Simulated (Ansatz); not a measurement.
A plane-wave DFT run in Ansatz 0.2.0 (scalar-relativistic PAW potentials unless the input names others): input and command.

```yaml
crystal:
  lattice:
    - [0.0, 2.3261623266, 2.3261623266]
    - [2.3261623266, 0.0, 2.3261623266]
    - [2.3261623266, 2.3261623266, 0.0]
  atoms:
    - { symbol: Bx, position: [0.0, 0.0, 0.0] }
    - { symbol: As, position: [0.75, 0.75, 0.75] }
basis:
  ecutwfc: 420
kpoints:
  mp_grid: { grid: [10, 10, 10] }
hamiltonian:
  xc: pbesol
scf:
  occupations: { method: fixed }
  max_iter: 50
output:
  forces: true
  eigenvalues: true
  stress: true
```

```bash
ansatz run input.yaml --threads 1 --pin off --max-ram 3072MiB --backend cpu --events-out ev --progress --plain --runs-dir out
```

Problem. Will this input run?

Solution. The program refuses it, because of an unknown element (crystal.atoms[0].symbol: "B" → "Bx"). With the sound run's settings it is accepted.

Abridged log:
```
Error: YAML parse error: error: line 7 column 17: `Bx` is not an element symbol (H … Og, case-exact)
 --> <input>:7:17
  |
5 |     - [2.3261623266, 2.3261623266, 0.0]
6 |   atoms:
7 |     - { symbol: Bx, position: [0.0, 0.0, 0.0] }
  |                 ^ `Bx` is not an element symbol (H … Og, case-exact)
8 |     - { symbol: As, position: [0.75, 0.75, 0.75] }
9 | basis:
  |
```